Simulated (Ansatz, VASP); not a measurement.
Given: the input of a run of VASP 6.6.1 on CoSi.

Contents of INCAR:

```
PREC = Accurate ; ENCUT = 520
EDIFF = 1E-7 ; ISMEAR = -1
SIGMA = 0.05 ; LREAL = False
LASPH = True ; NELM = 150
ALGO = Normal ; ISIF = 2
LWAVE = False ; LCHARG = False
ISPIN = 2 ; MAGMOM = 2 0
LORBIT = 11 ; LMAXMIX = 4
GGA = PE ; NBANDS = 18
```

The input KPOINTS:

```
regular mesh
0
Gamma
  10 10 10
```

The input POSCAR:

```
CoSi
1.0
    2.7813340000      0.0000000000      0.0000000000
    0.0000000000      2.7813340000      0.0000000000
    0.0000000000      0.0000000000      2.7813340000
Co Si
1 1
Direct
    0.0000000000      0.0000000000      0.0000000000
    0.5000000000      0.5000000000      0.5000000000
```

Potentials or basis: VASP PAW PBE potentials, release 64 (Co, Si).

The run is started by

```sh
$ cat potpaw_PBE.64/Co/POTCAR potpaw_PBE.64/Si/POTCAR > POTCAR
$ mpirun -np 1 vasp_std > vasp.out
```

**Question.** Set up the same calculation for Ansatz 0.2.0. Potentials there: Ansatz PAW.

**Answer.** As run (the cutoff follows the program's own potentials):

Contents of input.yaml:

```yaml
crystal:
  lattice:
    - [2.781334, 0.0, 0.0]
    - [0.0, 2.781334, 0.0]
    - [0.0, 0.0, 2.781334]
  atoms:
    - { symbol: Co, position: [0.0, 0.0, 0.0], spin: 2.0 }
    - { symbol: Si, position: [0.5, 0.5, 0.5] }
hamiltonian:
  xc: pbe
  pseudopotentials: { kind: paw }
magnetization:
  spin_polarized: true
kpoints:
  mp_grid: { grid: [10, 10, 10] }
scf:
  occupations: { method: fermi_dirac, width: 0.05 }
output:
  forces: true
  stress: true
  eigenvalues: true
```

Potentials or basis: Ansatz PAW.

The run is started by

```console
$ ansatz run input.yaml --threads 2 --pin off --max-ram 5120MiB --backend cpu --events-out ev --progress --plain --runs-dir out
```

Both were run:

|  | VASP | Ansatz | Ansatz less VASP |
| --- | --- | --- | --- |
| gap on the k mesh at the Fermi level (eV) | none | none | - |
| pressure (GPa) | 0.6 | 0.7 | +0.12 |
| net moment per atom (μB) | 0.27 | 0.28 | +0.004 |
| size of the moment on the site where the two differ most (μB) | 0.54 | 0.56 | +0.015 |

Site moments also hang on the region over which each program counts them. A gap of «none» marks a metal or a gap that the smearing closes. The two sets of potentials don't hold the same shells in valence.
